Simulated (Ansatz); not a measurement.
# AlN: moving N off its site

AlN, P6_3mc, a = 3.111 Å, c = 4.978 Å (as given, not relaxed at this level: 4.0 GPa, forces to 0.18 eV/Å). Ansatz: PBE, PAW, 420 eV, Γ-centred 12×12×6 mesh on 4 atoms, Gaussian smearing 0.05 eV; no spin polarisation.

```yaml
crystal:
  lattice:
    - [3.11100, 0.00000, 0.00000]
    - [-1.55550, 2.69421, 0.00000]
    - [0.00000, 0.00000, 4.97800]
  atoms:
    - { symbol: Al, position: [0.33333, 0.66667, 0.00000] }
    - { symbol: Al, position: [0.66667, 0.33333, 0.50000] }
    - { symbol: N, position: [0.33333, 0.66667, 0.38500] }
    - { symbol: N, position: [0.66667, 0.33333, 0.88500] }
```

Atom 3 (N) moves by x along the unit vector (-0.825, -0.476, 0.304), with its periodic images; all else is held. y is the free energy of the cell over the start, F the force along the path summed over the moved atoms.

```tsv
x (Å)	y (meV)	F (eV/Å)
-0.200	237.0	2.07
-0.160	159.3	1.80
-0.120	93.6	1.47
-0.080	42.8	1.06
-0.040	10.3	0.55
0.000	0.0	-0.05
0.080	64.0	-1.63
0.120	?	?
0.160	278.2	-3.84
0.200	459.1	-5.24
```

Task: Fit y = c1 x + c2 x² + c3 x³ to the energies of the other rows, give the force constant, and predict energy and force of the missing row.

Result: Least squares on the rows shown. y = 61.492 x + 8643.3 x² + 12315 x³. The force constant is 2 c2 = 17.3 eV/Å², for the cell as given, at 4.0 GPa (for all images moving together, not for a lone atom). The force −dy/dx at the missing row is -2.67 eV/Å (computed -2.65). With a term in x⁴ added, the coefficient of x² becomes 8270, 4 % less, which shows how far this figure hangs on the form. At x = 0.120 the fit asked for gives 153.1 meV. The run gave 149.1 meV, so the fit is 4.0 meV too high, within twice the rms miss on the fitted rows (2.2 meV).